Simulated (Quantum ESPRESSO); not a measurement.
# P (Cmce) in Quantum ESPRESSO: convergence with k mesh

Aim: find how far k mesh must go before the results for P settle, at PBE. This setting moves, with any that are tied to it; all else stays.

All numbers are computed with Quantum ESPRESSO 7.5; they aren't measurements. Logs are shortened: lines on timing, memory, paths and dates and some standing lists are left out, and cuts for length are marked.

## Step 1: Starting point

The structure is orthorhombic, space group Cmce (No. 64). Conventional cell: a = 3.295 Å, b = 10.930 Å, c = 4.544 Å, α = 90.00°, β = 90.00°, γ = 90.00°. P (site symmetry m) is surrounded by 3 P at 2.20 to 2.25 Å.

## Step 2: With k mesh 1 × 1 × 1

The input, pw.in:

```
&CONTROL
  calculation = 'scf'
  prefix = 'pwscf'
  outdir = './tmp'
  pseudo_dir = './pseudo'
  tprnfor = .true.
  tstress = .true.
  disk_io = 'nowf'
/
&SYSTEM
  ibrav = 0
  nat = 4
  ntyp = 1
  ecutwfc = 36
  ecutrho = 216
  nbnd = 16
  occupations = 'smearing'
  smearing = 'fd'
  degauss = 0.00734986
/
&ELECTRONS
  conv_thr = 8d-10
  electron_maxstep = 120
  mixing_beta = 0.5
/
ATOMIC_SPECIES
P     30.9738 P.GGA_PBE-JTH.UPF
CELL_PARAMETERS angstrom
   1.6477431241   -5.4650377251    0.0000000000
   1.6477431241    5.4650377251    0.0000000000
   0.0000000000    0.0000000000    4.5436355900
ATOMIC_POSITIONS crystal
P      0.9041431300    0.0958568700    0.5888151700
P      0.0958568700    0.9041431300    0.4111848300
P      0.5958568700    0.4041431300    0.0888151700
P      0.4041431300    0.5958568700    0.9111848300
K_POINTS automatic
1 1 1 0 0 0
```

Potentials or basis: JTH 2.0 PBE.

The run is started by

```sh
$ OMP_NUM_THREADS=1 pw.x -in pw.in > pw.out
```

pw.out:

```text
This program is part of the open-source Quantum ESPRESSO suite
     for quantum simulation of materials; please cite
         "P. Giannozzi et al., J. Phys.:Condens. Matter 21 395502 (2009);
         "P. Giannozzi et al., J. Phys.:Condens. Matter 29 465901 (2017);
         "P. Giannozzi et al., J. Chem. Phys. 152 154105 (2020);
     in publications or presentations arising from this work. More details at

     file P.GGA_PBE-JTH.UPF: wavefunction(s)  0S 0P renormalized
     Message from routine setup:
     using ibrav=0 with symmetry is DISCOURAGED, use correct ibrav instead

     G-vector sticks info
     --------------------
     sticks:   dense  smooth     PW     G-vecs:    dense   smooth      PW
     Sum        1111     737    183                29703    16153    2007

     Using Slab Decomposition

     bravais-lattice index     =            0
     lattice parameter (alat)  =      10.7866  a.u.
     unit-cell volume          =     552.2208 (a.u.)^3
     number of atoms/cell      =            4
     number of atomic types    =            1
     number of electrons       =        20.00
     number of Kohn-Sham states=           16
     kinetic-energy cutoff     =      36.0000  Ry
     charge density cutoff     =     216.0000  Ry
     scf convergence threshold =      8.0E-10
     mixing beta               =       0.5000
     number of iterations used =            8  plain     mixing
     Exchange-correlation= SLA PW PBX PBC
                           (   1   4   3   4   0   0   0)

     celldm(1)=  10.786628  celldm(2)=   0.000000  celldm(3)=   0.000000
     celldm(4)=   0.000000  celldm(5)=   0.000000  celldm(6)=   0.000000

     crystal axes: (cart. coord. in units of alat)
               a(1) = (   0.288671  -0.957428   0.000000 )
               a(2) = (   0.288671   0.957428   0.000000 )
               a(3) = (   0.000000   0.000000   0.796007 )

     reciprocal axes: (cart. coord. in units 2 pi/alat)
               b(1) = (  1.732078 -0.522232  0.000000 )
               b(2) = (  1.732078  0.522232 -0.000000 )
               b(3) = ( -0.000000  0.000000  1.256271 )

     PseudoPot. # 1 for P  read from file:
     P.GGA_PBE-JTH.UPF
     Pseudo is Projector augmented-wave + core cor, Zval =  5.0
     Generated using ATOMPAW code
     Shape of augmentation charge: SINC**2
     Using radial grid of  994 points,  4 beta functions with:
                l(1) =   0
                l(2) =   0
                l(3) =   1
                l(4) =   1
     Q(r) pseudized with 0 coefficients

     atomic species   valence    mass     pseudopotential
     P                 5.00    30.97380     P ( 1.00)

      8 Sym. Ops., with inversion, found ( 4 have fractional translation)

   Cartesian axes

     site n.     atom                  positions (alat units)
         1        P      tau(   1) = (   0.2886707  -0.7738763   0.4687007  )
         2        P      tau(   2) = (   0.2886707   0.7738763   0.3273058  )
         3        P      tau(   3) = (   0.2886707  -0.1835522   0.0706975  )
         4        P      tau(   4) = (   0.2886707   0.1835522   0.7253091  )

     number of k points=     1  Fermi-Dirac smearing, width (Ry)=  0.0073
                       cart. coord. in units 2pi/alat
        k(    1) = (   0.0000000   0.0000000   0.0000000), wk =   2.0000000

     Dense  grid:    29703 G-vectors     FFT dimensions: (  54,  54,  48)

     Smooth grid:    16153 G-vectors     FFT dimensions: (  48,  48,  36)

     Check: negative core charge=   -0.000002

     Initial potential from superposition of free atoms

     starting charge      19.9994, renormalised to      20.0000

     negative rho (up, down):  1.127E-03 0.000E+00
     Starting wfcs are   32 randomized atomic wfcs

     Self-consistent Calculation

     iteration #  1     ecut=    36.00 Ry     beta= 0.50
     Davidson diagonalization with overlap
     ethr =  1.00E-02,  avg # of iterations =  3.0

     Threshold (ethr) on eigenvalues was too large:
     Diagonalizing with lowered threshold

     Davidson diagonalization with overlap
     ethr =  6.31E-04,  avg # of iterations =  2.0

     negative rho (up, down):  1.773E-03 0.000E+00

     total energy              =    -221.77925822 Ry
     estimated scf accuracy    <       0.13121481 Ry

     iteration #  2     ecut=    36.00 Ry     beta= 0.50
     Davidson diagonalization with overlap
     ethr =  6.56E-04,  avg # of iterations =  1.0

     negative rho (up, down):  2.482E-03 0.000E+00

     total energy              =    -221.77861742 Ry
     estimated scf accuracy    <       0.02857430 Ry

     iteration #  3     ecut=    36.00 Ry     beta= 0.50
     Davidson diagonalization with overlap
     ethr =  1.43E-04,  avg # of iterations =  4.0

     negative rho (up, down):  2.551E-03 0.000E+00

     total energy              =    -221.77971879 Ry
     estimated scf accuracy    <       0.00081868 Ry

     iteration #  4     ecut=    36.00 Ry     beta= 0.50
     Davidson diagonalization with overlap
     ethr =  4.09E-06,  avg # of iterations =  3.0

     negative rho (up, down):  2.545E-03 0.000E+00

     total energy              =    -221.77996449 Ry
     estimated scf accuracy    <       0.00010676 Ry

     iteration #  5     ecut=    36.00 Ry     beta= 0.50
     Davidson diagonalization with overlap
     ethr =  5.34E-07,  avg # of iterations =  2.0

     negative rho (up, down):  2.542E-03 0.000E+00

     total energy              =    -221.77998065 Ry
     estimated scf accuracy    <       0.00000299 Ry

     iteration #  6     ecut=    36.00 Ry     beta= 0.50
     Davidson diagonalization with overlap
     ethr =  1.50E-08,  avg # of iterations =  3.0

     negative rho (up, down):  2.538E-03 0.000E+00

     total energy              =    -221.77998150 Ry
     estimated scf accuracy    <       0.00000030 Ry

     iteration #  7     ecut=    36.00 Ry     beta= 0.50
     Davidson diagonalization with overlap
     ethr =  1.51E-09,  avg # of iterations =  2.0

     negative rho (up, down):  2.538E-03 0.000E+00

     total energy              =    -221.77998155 Ry
     estimated scf accuracy    <       0.00000001 Ry

     iteration #  8     ecut=    36.00 Ry     beta= 0.50
     Davidson diagonalization with overlap
     ethr =  6.49E-11,  avg # of iterations =  3.0

     negative rho (up, down):  2.538E-03 0.000E+00

     total energy              =    -221.77998156 Ry
     estimated scf accuracy    <          3.5E-09 Ry

     iteration #  9     ecut=    36.00 Ry     beta= 0.50
     Davidson diagonalization with overlap
     ethr =  1.74E-11,  avg # of iterations =  2.0

     negative rho (up, down):  2.538E-03 0.000E+00

     total energy              =    -221.77998156 Ry
     estimated scf accuracy    <          8.5E-10 Ry

     iteration # 10     ecut=    36.00 Ry     beta= 0.50
     Davidson diagonalization with overlap
     ethr =  4.27E-12,  avg # of iterations =  2.0

     negative rho (up, down):  2.538E-03 0.000E+00

     End of self-consistent calculation

          k = 0.0000 0.0000 0.0000 (  2007 PWs)   bands (ev):

    -9.1363  -6.4086  -3.0363  -0.0660   1.9219   1.9253   2.5976   4.0630
     4.1062   5.5951   7.3381   7.6855   8.5292   9.5695  12.2138  13.0014

     the Fermi energy is     6.4651 ev

!    total energy              =    -221.77998156 Ry
     total all-electron energy =      -221.779982 Ry
     estimated scf accuracy    <          1.1E-10 Ry
     smearing contrib. (-TS)   =      -0.00004784 Ry
     internal energy E=F+TS    =    -221.77993372 Ry

     The total energy is F=E-TS. E is the sum of the following terms:
     one-electron contribution =       5.95572640 Ry
     hartree contribution      =       7.20512639 Ry
     xc contribution           =     -17.01608149 Ry
     ewald contribution        =     -49.47839779 Ry
     one-center paw contrib.   =    -168.44630724 Ry

     convergence has been achieved in  10 iterations

     negative rho (up, down):  2.538E-03 0.000E+00

     Forces acting on atoms (cartesian axes, Ry/au):

     atom    1 type  1   force =    -0.00000000    0.05641623   -0.09762861
     atom    2 type  1   force =    -0.00000000   -0.05641623    0.09762861
     atom    3 type  1   force =     0.00000000   -0.05641623   -0.09762861
     atom    4 type  1   force =     0.00000000    0.05641623    0.09762861

     Total force =     0.225514     Total SCF correction =     0.000011

     Computing stress (Cartesian axis) and pressure

     negative rho (up, down):  2.538E-03 0.000E+00
          total   stress  (Ry/bohr**3)                   (kbar)     P=       77.19
   0.00011518  -0.00000000   0.00000000           16.94       -0.00        0.00
   0.00000000   0.00003588   0.00000000            0.00        5.28        0.00
   0.00000000   0.00000000   0.00142305            0.00        0.00      209.34

=------------------------------------------------------------------------------=
   JOB DONE.
=------------------------------------------------------------------------------=
```

It took 3.9 s on 1 thread of Arm Neoverse V1, shared host; peak memory 0.06 GiB.

What came out:

```yaml
Free_energy: -3017.4704 eV
Pressure: 7.7 GPa
Largest_force: 2.899 eV/Å
Band_gap_on_the_k_mesh: 1.74 eV, direct
```

## Step 3: With k mesh 2 × 2 × 2

Edit pw.in of step 2 so:

```diff
@@ -37,2 +37,2 @@
 K_POINTS automatic
-1 1 1 0 0 0
+2 2 2 0 0 0
```

Potentials or basis: JTH 2.0 PBE.

The run is started by

```sh
$ OMP_NUM_THREADS=1 pw.x -in pw.in > pw.out
```

It took 7.1 s on 1 thread of Arm Neoverse V1, shared host; peak memory 0.06 GiB.

Results:

* Free energy: -3021.1756 eV
* Pressure: 3.8 GPa
* Largest force: 0.596 eV/Å

## Step 4: With k mesh 4 × 4 × 3

Edit pw.in of step 3 so:

```diff
@@ -37,2 +37,2 @@
 K_POINTS automatic
-2 2 2 0 0 0
+4 4 3 0 0 0
```

The run is started by

```sh
$ OMP_NUM_THREADS=1 pw.x -in pw.in > pw.out
```

Wall time 13 s (1 thread of Arm Neoverse V1, shared host); peak memory 0.07 GiB.

What came out:

```
Free energy   : -3022.2365 eV
Pressure      : 2.0 GPa
Largest force : 0.318 eV/Å
```

## Step 5: With k mesh 5 × 5 × 4

Edit pw.in of step 4 so:

```diff
@@ -37,2 +37,2 @@
 K_POINTS automatic
-4 4 3 0 0 0
+5 5 4 0 0 0
```

The run is started by

```sh
$ OMP_NUM_THREADS=1 pw.x -in pw.in > pw.out
```

It took 22 s on 1 thread of Arm Neoverse V1, shared host; peak memory 0.07 GiB.

Results:

```
Free energy            : -3022.3257 eV
Pressure               : 1.9 GPa
Largest force          : 0.338 eV/Å
Band gap on the k mesh : 0.45 eV, direct
```

## Step 6: With k mesh 6 × 6 × 4

Edit pw.in of step 5 so:

```diff
@@ -37,2 +37,2 @@
 K_POINTS automatic
-5 5 4 0 0 0
+6 6 4 0 0 0
```

Potentials or basis: JTH 2.0 PBE.

The run is started by

```sh
$ OMP_NUM_THREADS=1 pw.x -in pw.in > pw.out
```

Run time: 32 s. Hardware: 1 thread of Arm Neoverse V1, shared host; peak memory 0.08 GiB.

It converged, with:

```yaml
Free_energy: -3022.3452 eV
Pressure: 1.9 GPa
Largest_force: 0.351 eV/Å
Band_gap_on_the_k_mesh: 0.11 eV, direct
```

## Step 7: With k mesh 7 × 7 × 5

Edit pw.in of step 6 so:

```diff
@@ -37,2 +37,2 @@
 K_POINTS automatic
-6 6 4 0 0 0
+7 7 5 0 0 0
```

The run is started by

```sh
$ OMP_NUM_THREADS=1 pw.x -in pw.in > pw.out
```

Run time: 38 s. Hardware: 1 thread of Arm Neoverse V1, shared host; peak memory 0.08 GiB.

Results (log left out):

| Property | Result |
| --- | --- |
| Free energy | -3022.3553 eV |
| Pressure | 1.9 GPa |
| Largest force | 0.343 eV/Å |
| Band gap on the k mesh | 0.30 eV, direct |

## Step 8: With k mesh 8 × 8 × 6

Edit pw.in of step 7 so:

```diff
@@ -37,2 +37,2 @@
 K_POINTS automatic
-7 7 5 0 0 0
+8 8 6 0 0 0
```

The run is started by

```sh
$ OMP_NUM_THREADS=1 pw.x -in pw.in > pw.out
```

It took 67 s on 1 thread of Arm Neoverse V1, shared host; peak memory 0.1 GiB.

It converged, with:

* Free energy: -3022.3593 eV
* Pressure: 1.8 GPa
* Largest force: 0.343 eV/Å
* Band gap on the k mesh: 0.11 eV, direct

## Step 9: With k mesh 10 × 10 × 7

Edit pw.in of step 8 so:

```diff
@@ -37,2 +37,2 @@
 K_POINTS automatic
-8 8 6 0 0 0
+10 10 7 0 0 0
```

Potentials or basis: JTH 2.0 PBE.

The run is started by

```sh
$ OMP_NUM_THREADS=1 pw.x -in pw.in > pw.out
```

Run time: 94 s. Hardware: 1 thread of Arm Neoverse V1, shared host; peak memory 0.12 GiB.

Results (log left out):

```
Free energy            : -3022.3616 eV
Pressure               : 1.8 GPa
Largest force          : 0.345 eV/Å
Band gap on the k mesh : 0.11 eV, direct
```

## Step 10: With k mesh 11 × 11 × 8

Edit pw.in of step 9 so:

```diff
@@ -37,2 +37,2 @@
 K_POINTS automatic
-10 10 7 0 0 0
+11 11 8 0 0 0
```

The run is started by

```sh
$ OMP_NUM_THREADS=1 pw.x -in pw.in > pw.out
```

Run time: 2.2 min. Hardware: 1 thread of Arm Neoverse V1, shared host; peak memory 0.15 GiB.

Results (log left out):

| Quantity | Value |
| --- | --- |
| Free energy | -3022.3621 eV |
| Pressure | 1.8 GPa |
| Largest force | 0.344 eV/Å |
| Band gap on the k mesh | 0.19 eV, direct |

## Step 11: Summary

| k mesh | energy less the tightest run, at zero smearing (meV/atom) | pressure (GPa) | largest force (eV/Å) | SCF cycles | CPU time (s) | peak memory (GiB) |
| --- | --- | --- | --- | --- | --- | --- |
| 1 × 1 × 1 | 1222.59 | 7.72 | 2.899 | 10 | 3.9 | 0.06 |
| 2 × 2 × 2 | 300.74 | 3.79 | 0.596 | 8 | 7.1 | 0.06 |
| 4 × 4 × 3 | 32.05 | 2.03 | 0.318 | 8 | 13 | 0.07 |
| 5 × 5 × 4 | 9.25 | 1.95 | 0.338 | 8 | 22 | 0.07 |
| 6 × 6 × 4 | 4.46 | 1.89 | 0.351 | 8 | 32 | 0.08 |
| 7 × 7 × 5 | 1.88 | 1.85 | 0.343 | 8 | 38 | 0.08 |
| 8 × 8 × 6 | 0.77 | 1.84 | 0.343 | 8 | 67 | 0.1 |
| 10 × 10 × 7 | 0.15 | 1.83 | 0.345 | 8 | 94 | 0.12 |
| 11 × 11 × 8 | 0.00 | 1.83 | 0.344 | 8 | 130 | 0.15 |

Against the tightest run, the energy stays within 1 meV/atom from 8 × 8 × 6 on; the pressure stays within 0.1 GPa from 6 × 6 × 4 on; the largest force stays within 0.005 eV/Å from 7 × 7 × 5 on. Meshes of other sizes hit other points, so gaps and Fermi surfaces needn't settle smoothly. The tightest run that finished is the yardstick and may itself not be fully converged.

Caveats: the cutoff is low for these files, which shifts pressure and relaxed volume; an odd mesh through Γ misses points on the zone boundary, where band edges often lie.
